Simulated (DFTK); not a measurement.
Crystal: Ru.

```
Ru
1.0
     2.70580    0.00000    0.00000
    -1.35290    2.34329    0.00000
     0.00000    0.00000    4.28190
Ru
2
Direct
  0.66667 0.33333 0.75000
  0.33333 0.66667 0.25000
```

Base run:

| Property | Result |
| --- | --- |
| Program | DFTK 0.8.2 |
| Functional | PBE |
| Potentials or basis | dojo.nc.sr.pbe.v0_4_1.standard.upf (PBE) |
| Cutoff | 1143 eV |
| k mesh | 11 × 11 × 6 |
| Occupations | fermi-dirac, width 0.05 eV |
| Spin | no spin polarisation |

Its results: band gap on the k mesh none (metal or under the smearing width); pressure 5.0 GPa.

Question: The run is repeated on the same cell with these changes: functional from PBE to PBEsol; potentials or basis from dojo.nc.sr.pbe.v0_4_1.standard.upf (PBE) to dojo.nc.sr.pbesol.v0_4_1.standard.upf (PBEsol). What comes out?

Answer: Band gap on the k mesh none (metal or under the smearing width); pressure -5.7 GPa.

Not every run made on this cell is shown here.
